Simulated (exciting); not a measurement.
# Ta (P6_3/mmc) in exciting: band structure with PW91

Aim: the band structure of Ta with PW91.

Everything below comes from runs of exciting (release sodium). Logs are shortened: lines on timing, memory, paths and dates and some standing lists are left out, and cuts for length are marked.

**1. The crystal as given**

The structure is hexagonal, space group P6_3/mmc (No. 194). Conventional cell: a = 2.900 Å, b = 2.900 Å, c = 5.166 Å, α = 90.00°, β = 90.00°, γ = 120.00°. Ta (site symmetry -6m2) is surrounded by 12 Ta at 2.90 to 3.08 Å.

This isn't the form of Ta at room conditions, which is bcc.

**2. Band structure, PW91**

File input.xml:

```xml
<input>
  <title>Ta</title>
  <structure speciespath="./" tshift="false" cartesian="true">
    <crystal scale="1.88972612463">
      <basevect>2.900372072600 0.000000000000 0.000000000000</basevect>
      <basevect>-1.450186036300 2.511795895300 0.000000000000</basevect>
      <basevect>0.000000000000 0.000000000000 5.166274000000</basevect>
    </crystal>
    <species speciesfile="Ta.xml" rmt="2.3">
      <atom coord="-0.000000000274 3.164404215542 2.440710736194"/>
      <atom coord="2.740454438638 1.582202107534 7.322132208581"/>
    </species>
  </structure>
  <groundstate do="fromscratch" ngridk="11 11 5" rgkmax="8" gmaxvr="14" lmaxapw="10" lmaxmat="10" lmaxvr="8" stype="Fermi Dirac" swidth="0.00367493" nempty="18" ValenceRelativity="iora*" epsengy="1e-05" epspot="1e-05" maxscl="60" outputlevel="high">
    <libxc exchange="XC_GGA_X_PW91" correlation="XC_GGA_C_PW91"/>
  </groundstate>
  <properties>
    <bandstructure>
      <plot1d>
        <path steps="60">
          <point coord="0 0 0" label="G"/>
          <point coord="0.5 0 0" label="M"/>
          <point coord="0.3333333333 0.3333333333 0" label="K"/>
          <point coord="0 0 0" label="G"/>
          <point coord="0 0 0.5" label="A"/>
          <point coord="0.5 0 0.5" label="L"/>
          <point coord="0.3333333333 0.3333333333 0.5" label="H"/>
          <point coord="0 0 0.5" label="A" breakafter="true"/>
          <point coord="0.5 0 0.5" label="L"/>
          <point coord="0.5 0 0" label="M" breakafter="true"/>
          <point coord="0.3333333333 0.3333333333 0" label="K"/>
          <point coord="0.3333333333 0.3333333333 0.5" label="H"/>
        </path>
      </plot1d>
    </bandstructure>
    <dos nwdos="300" winddos="-0.6 0.5" inttype="tetra" ngrdos="100" nsmdos="0"/>
    <chargedensityplot>
      <plot3d>
        <box grid="15 15 26">
          <origin coord="0 0 0"/>
          <point coord="1 0 0"/>
          <point coord="0 1 0"/>
          <point coord="0 0 1"/>
        </box>
      </plot3d>
    </chargedensityplot>
    <elfplot>
      <plot3d>
        <box grid="15 15 26">
          <origin coord="0 0 0"/>
          <point coord="1 0 0"/>
          <point coord="0 1 0"/>
          <point coord="0 0 1"/>
        </box>
      </plot3d>
    </elfplot>
    <exccplot>
      <plot3d>
        <box grid="15 15 26">
          <origin coord="0 0 0"/>
          <point coord="1 0 0"/>
          <point coord="0 1 0"/>
          <point coord="0 0 1"/>
        </box>
      </plot3d>
    </exccplot>
  </properties>
</input>
```

Potentials or basis: all-electron LAPW+lo, shipped species files, valence relativity iora*.

Run with:

```sh
$ OMP_NUM_THREADS=1 exciting_smp
```

INFO.OUT:

```text
================================================================================
EXCITING SODIUM started
[... 10 lines left out ...]

 Lattice vectors (cartesian) :
      5.4809088767      0.0000000000      0.0000000000
     -2.7404544384      4.7466063231      0.0000000000
      0.0000000000      0.0000000000      9.7628429448

 Reciprocal lattice vectors (cartesian) :
      1.1463765314      0.6618607990     -0.0000000000
      0.0000000000      1.3237215980      0.0000000000
      0.0000000000     -0.0000000000      0.6435815205

 Unit cell volume                           :     253.9873565371
 Brillouin zone volume                      :       0.9766242573

 Species :    1 (Ta)
     parameters loaded from                 :    Ta.xml
     name                                   :    tantalum
     nuclear charge                         :     -73.00000000
     electronic charge                      :      73.00000000
     atomic mass                            :  329847.84330000
     muffin-tin radius                      :       2.30000000
     # of radial points in muffin-tin       :     450

     atomic positions (cartesian) :
       1 :  -0.00000000  3.16440422  2.44071074
       2 :   2.74045444  1.58220211  7.32213221

 Total number of atoms per unit cell        :       2

 Spin treatment                             :    spin-unpolarised

 Number of Bravais lattice symmetries       :      24
 Number of crystal symmetries               :      12

 k-point grid                               :      11   11    5
 Total number of k-points                   :      68
 k-point set is reduced with crystal symmetries

 R^MT_min * |G+k|_max (rgkmax)              :       8.00000000
 Species with R^MT_min                      :       1 (Ta)
 Maximum |G+k| for APW functions            :       3.47826087
 Maximum |G| for potential and density      :      14.00000000
 Polynomial order for pseudochg. density    :       9

 G-vector grid sizes                        :      25    25    45
 Total number of G-vectors                  :   11719

 Maximum angular momentum used for
     APW functions                          :      10
     computing H and O matrix elements      :      10
     potential and density                  :       8
     inner part of muffin-tin               :       2

 Total nuclear charge                       :    -146.00000000
 Total electronic charge                    :     146.00000000
 Total core charge                          :      92.00000000
 Total valence charge                       :      54.00000000

 Effective Wigner radius, r_s               :       0.74608827

 Number of empty states                     :      18
 Total number of valence states             :      46

 Maximum Hamiltonian size                   :     244
 Maximum number of plane-waves              :     190
 Total number of local-orbitals             :      54

 Exchange-correlation type                  :     100
     libxc; exchange: Perdew & Wang 91; correlation: Perdew & Wang 91 (see libxc for references)

 Smearing scheme                            :    Fermi-Dirac
 Smearing width                             :       0.00367493

 Using multisecant Broyden potential mixing
[... 6 lines left out ...]
* Groundstate module started                                                   *
********************************************************************************
 Output level for this task is set to high

++++++++++++++++++++++++++++++++++++++++++++++++++++++++++++++++++++++++++++++++
[... 5 lines left out ...]
+ SCF iteration number :    1                                                  +
++++++++++++++++++++++++++++++++++++++++++++++++++++++++++++++++++++++++++++++++
 Total energy                               :    -31233.85457367
 _______________________________________________________________
 Fermi energy                               :         0.47484601
 Kinetic energy                             :     35103.29412549
 Coulomb energy                             :    -65699.01995298
 Exchange energy                            :      -628.62086254
 Correlation energy                         :        -9.50788364
 Sum of eigenvalues                         :    -19100.99932116
 Effective potential energy                 :    -54204.29344666
 Coulomb potential energy                   :    -53370.22993746
 xc potential energy                        :      -834.06350920
 Hartree energy                             :      9795.80045024
 Electron-nuclear energy                    :    -72961.83083795
 Nuclear-nuclear energy                     :     -2532.98956528
 Madelung energy                            :    -39013.90498425
 Core-electron kinetic energy               :         0.00000000

 DOS at Fermi energy (states/Ha/cell)       :        61.12004197

 Electron charges :
     core                                   :        92.00000000
     core leakage                           :         0.00001857
     valence                                :        54.00000000
     interstitial                           :         5.81992946
     charge in muffin-tin spheres :
                  atom     1    Ta          :        70.09003527
                  atom     2    Ta          :        70.09003527
     total charge in muffin-tins            :       140.18007054
     total charge                           :       146.00000000

++++++++++++++++++++++++++++++++++++++++++++++++++++++++++++++++++++++++++++++++
+ SCF iteration number :    2                                                  +
++++++++++++++++++++++++++++++++++++++++++++++++++++++++++++++++++++++++++++++++
 Total energy                               :    -31247.70137587
 _______________________________________________________________
 Fermi energy                               :         0.46782483
 Kinetic energy                             :     35094.70675968
 Coulomb energy                             :    -65704.02923540
 Exchange energy                            :      -628.86929680
 Correlation energy                         :        -9.50960335
 Sum of eigenvalues                         :    -19106.17137907
 Effective potential energy                 :    -54200.87813876
 Coulomb potential energy                   :    -53366.48340942
 xc potential energy                        :      -834.39472934
 Hartree energy                             :      9804.55626071
 Electron-nuclear energy                    :    -72975.59593083
 Nuclear-nuclear energy                     :     -2532.98956528
 Madelung energy                            :    -39020.78753069
 Core-electron kinetic energy               :         0.00000000
[... 462 lines left out ...]
++++++++++++++++++++++++++++++++++++++++++++++++++++++++++++++++++++++++++++++++
+ SCF iteration number :   15                                                  +
++++++++++++++++++++++++++++++++++++++++++++++++++++++++++++++++++++++++++++++++
 Total energy                               :    -31255.41048242
 _______________________________________________________________
 Fermi energy                               :         0.45282599
 Kinetic energy                             :     35087.07367786
 Coulomb energy                             :    -65704.01509992
 Exchange energy                            :      -628.95916702
 Correlation energy                         :        -9.50989334
 Sum of eigenvalues                         :    -19110.19344706
 Effective potential energy                 :    -54197.26712492
 Coulomb potential energy                   :    -53362.75310967
 xc potential energy                        :      -834.51401526
 Hartree energy                             :      9808.27242498
 Electron-nuclear energy                    :    -72979.29795963
 Nuclear-nuclear energy                     :     -2532.98956528
 Madelung energy                            :    -39022.63854509
 Core-electron kinetic energy               :         0.00000000

 DOS at Fermi energy (states/Ha/cell)       :        61.08355928

 Electron charges :
     core                                   :        92.00000000
     core leakage                           :         0.00001791
     valence                                :        54.00000000
     interstitial                           :         5.63824215
     charge in muffin-tin spheres :
                  atom     1    Ta          :        70.18087892
                  atom     2    Ta          :        70.18087892
     total charge in muffin-tins            :       140.36175785
     total charge                           :       146.00000000

 RMS change in effective potential (target) :  0.217566E-07  ( 0.100000E-04)
 Absolute change in total energy   (target) :  0.665046E-05  ( 0.100000E-04)
 Charge distance                   (target) :  0.139129E-08  ( 0.100000E-04)

++++++++++++++++++++++++++++++++++++++++++++++++++++++++++++++++++++++++++++++++
| Convergency criteria checked for the last 2 iterations                       +
| Convergence targets achieved. Performing final SCF iteration                 +
++++++++++++++++++++++++++++++++++++++++++++++++++++++++++++++++++++++++++++++++
 Total energy                               :    -31255.41047683
 _______________________________________________________________
 Fermi energy                               :         0.45282599
 Kinetic energy                             :     35087.07368054
 Coulomb energy                             :    -65704.01509715
 Exchange energy                            :      -628.95916688
 Correlation energy                         :        -9.50989334
 Sum of eigenvalues                         :    -19110.19344639
 Effective potential energy                 :    -54197.26712693
 Coulomb potential energy                   :    -53362.75311186
 xc potential energy                        :      -834.51401507
 Hartree energy                             :      9808.27242001
 Electron-nuclear energy                    :    -72979.29795188
 Nuclear-nuclear energy                     :     -2532.98956528
 Madelung energy                            :    -39022.63854121
 Core-electron kinetic energy               :         0.00000000

 DOS at Fermi energy (states/Ha/cell)       :        61.08356212

 Electron charges :
     core                                   :        92.00000000
     core leakage                           :         0.00001791
     valence                                :        54.00000000
     interstitial                           :         5.63824215
     charge in muffin-tin spheres :
                  atom     1    Ta          :        70.18087893
                  atom     2    Ta          :        70.18087893
     total charge in muffin-tins            :       140.36175785
     total charge                           :       146.00000000

++++++++++++++++++++++++++++++++++++++++++++++++++++++++++++++++++++++++++++++++
[... 9 lines left out ...]
| EXCITING SODIUM stopped                                                      =
================================================================================
```

Wall time 2.9 min (1 thread of Arm Neoverse V2, shared host); peak memory 0.13 GiB.

Results:

* Band gap on the k mesh: none (metal or under the smearing width)
* All electrons inside the program's atomic spheres: Ta 70.18 (radii Ta 2.3 bohr)
* Density of states at the Fermi level: 2.24 states/eV per cell

Levels at the corners of the path, in eV from the Fermi level:
| point | band 23 | band 24 | band 25 | band 26 | band 27 | band 28 | band 29 | band 30 | band 31 | band 32 |
| --- | --- | --- | --- | --- | --- | --- | --- | --- | --- | --- |
| Γ | -8.12 | -4.88 | -0.56 | -0.04 | 0.60 | 0.60 | 1.16 | 1.16 | 2.96 | 2.96 |
| M | -4.02 | -3.81 | -3.29 | -0.41 | -0.35 | 0.50 | 0.86 | 5.51 | 6.41 | 6.70 |
| K | -2.82 | -1.92 | -1.92 | -1.59 | -0.53 | -0.53 | 1.07 | 4.00 | 4.00 | 4.01 |
| Γ | -8.12 | -4.88 | -0.56 | -0.04 | 0.60 | 0.60 | 1.16 | 1.16 | 2.96 | 2.96 |
| A | -6.31 | -6.31 | -1.16 | -1.16 | 0.65 | 0.65 | 0.65 | 0.65 | 4.38 | 4.38 |
| L | -4.29 | -4.29 | -2.28 | -2.28 | 1.53 | 1.53 | 2.58 | 2.58 | 5.51 | 5.51 |
| H | -2.40 | -2.40 | -1.91 | -1.91 | -0.58 | -0.58 | 1.52 | 1.52 | 5.16 | 5.16 |
| A | -6.31 | -6.31 | -1.16 | -1.16 | 0.65 | 0.65 | 0.65 | 0.65 | 4.38 | 4.38 |
| L | -4.29 | -4.29 | -2.28 | -2.28 | 1.53 | 1.53 | 2.58 | 2.58 | 5.51 | 5.51 |
| M | -4.02 | -3.81 | -3.29 | -0.41 | -0.35 | 0.50 | 0.86 | 5.51 | 6.41 | 6.70 |
| K | -2.82 | -1.92 | -1.92 | -1.59 | -0.53 | -0.53 | 1.07 | 4.00 | 4.00 | 4.01 |
| H | -2.40 | -2.40 | -1.91 | -1.91 | -0.58 | -0.58 | 1.52 | 1.52 | 5.16 | 5.16 |

States per cell in windows of 1 eV (zero at the Fermi level; states under -8 eV left out):
```csv
from (eV),total
-8.0,0.11
-7.0,0.22
-6.0,0.38
-5.0,1.10
-4.0,1.69
-3.0,1.87
-2.0,2.31
-1.0,2.49
0.0,2.24
1.0,1.89
2.0,1.41
3.0,1.66
4.0,1.95
5.0,2.14
6.0,0.88
7.0,1.06
```

Caveat: the tetrahedron DOS on this energy grid can lose part of the weight of narrow d or f bands; spin-orbit coupling is left out, which moves the levels of the heavy elements.
